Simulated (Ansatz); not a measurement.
# Fe (fcc type): the cost of one run

Method: DFT PBE, scalar-relativistic, in Ansatz 0.2.0.

**1. The structure to begin with**

The structure is cubic, space group Fm-3m (No. 225). Conventional cell: a = 3.544 Å, b = 3.544 Å, c = 3.544 Å, α = 90.00°, β = 90.00°, γ = 90.00°. Around Fe (site symmetry m-3m) lie 12 Fe at 2.51 Å.

As a file:

```
CELL_PARAMETERS angstrom
0.00000 1.77176 1.77176
1.77176 0.00000 1.77176
1.77176 1.77176 0.00000
ATOMIC_POSITIONS crystal
Fe 0.00000 0.00000 0.00000
```

**2. Relaxing the guess with PAW**

input.yaml

```yaml
crystal:
  lattice:
    - [0.0, 1.7717639764, 1.7717639764]
    - [1.7717639764, 0.0, 1.7717639764]
    - [1.7717639764, 1.7717639764, 0.0]
  atoms:
    - { symbol: Fe, position: [0.0, 0.0, 0.0], spin: 3.0 }
magnetization:
  spin_polarized: true
kpoints:
  mp_grid: { grid: [18, 18, 18] }
scf:
  occupations: { method: fermi_dirac, width: 0.05 }
hamiltonian:
  xc: pbe
  pseudopotentials: { kind: paw }
output:
  forces: true
  stress: true
relax:
  f_tol: 0.005
  max_steps: 80
  cell: {}
```

Started as:

```
$ ansatz run input.yaml --threads 1 --pin off --max-ram 3072MiB --backend cpu --events-out ev --progress --plain --runs-dir out
```

Q: Estimate wall time and peak memory on 1 thread of Intel Xeon Platinum 8488C (Sapphire Rapids), shared host.

About 22 s, with a peak of 0.38 GiB.
